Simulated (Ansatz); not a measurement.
# A series in volume scale on BP

Results calculated with Ansatz 0.2.0, not measured. Periodic Kohn-Sham DFT of a crystal at fixed atoms, scaled to volume_scale times the given cell; pressure positive in compression, energy less spherical unpolarised free atoms, largest_vzz the field gradient of largest size among the nuclei.

The cell before it is scaled or strained (space group F-43m, No. 216):
```
cell vectors (Å)
   0.0000     2.2690     2.2690
   2.2690     0.0000     2.2690
   2.2690     2.2690     0.0000
atoms (fractions of the cell vectors)
B   0.00000  0.00000  0.00000
P   0.75000  0.75000  0.75000
```

Settings of every row: method all-electron LAPW; functional PBE; relativity scalar; k mesh 12x12x12; filling fermi-dirac; smearing width 0.08 eV; basis error target 0.5 meV/atom; nucleus gaussian.

Atom start moment: 0 on all atoms.

```csv
row,volume scale,V (Å³/atom),pressure (GPa),energy less free atoms (eV/atom)
1,0.95,11.098,10.465,-6.435
2,0.975,11.39,5.495,-6.4495
3,1,11.682,1.085,-6.4554
4,1.025,11.974,-2.828,-6.4537
5,1.05,12.266,?,?
```

Question: what pressure and energy less free atoms should row 5 give?

Worked fit of pressure. Take u = (V_r/V)^(2/3) − 1 with V_r = 11.536 Å³ an atom, which is twice the finite (Eulerian) strain; such expansions in the strain, on which the Birch-Murnaghan equation of state is built, carry the rest volume and the bulk modulus. The shown rows have u = 0.02614, 0.00853, -0.00835, -0.02454. Least squares give pressure = 3.2237 + 261.314 × u + 600.21 × u² GPa; a straight line predicts inner rows, each left out in turn, worse (root mean square 0.24 against 0.0031 GPa). The rows lie off it by 0.000, -0.001, 0.001, -0.001. The pressure vanishes at u = -0.0127, or V = 11.76 Å³ an atom, and there the bulk modulus at fixed shape and fractions is B = −V dP/dV = (2/3)(1 + u) dP/du = 162 GPa. The withheld row has u = -0.04008, so the fit gives 3.2237 + 261.314 × (-0.04008) + 600.21 × (-0.04008)² = -6.286 GPa.

The calculation gave -6.3 GPa. The fit lies 0.014 GPa (0.084 % of the column's range) above it; its largest miss of a shown row is 0.001 GPa. This row lies beyond the range of the fit.

Worked fit of energy less free atoms. Take u = (V_r/V)^(2/3) − 1 with V_r = 11.536 Å³ an atom, which is twice the finite (Eulerian) strain; such expansions in the strain, on which the Birch-Murnaghan equation of state is built, carry the rest volume and the bulk modulus. The shown rows have u = 0.02614, 0.00853, -0.00835, -0.02454. Least squares give energy less free atoms = −6.45346 + 0.347 × u + 13.742 × u² eV/atom; a straight line predicts inner rows, each left out in turn, worse (root mean square 0.0056 against 9.7e-07 eV/atom). All shown rows lie on it to the printed digit. Its lowest point lies at u = -0.0126, or V = 11.76 Å³ an atom, and the curvature there gives the bulk modulus at fixed shape and fractions, B = (4/9)(1 + u)² E″(u)/V = 162 GPa. The withheld row has u = -0.04008, so the fit gives −6.45346 + 0.347 × (-0.04008) + 13.742 × (-0.04008)² = -6.4453 eV/atom.

The calculation gave -6.4453 eV/atom. The fit meets it to the printed digit. This row lies beyond the range of the fit.
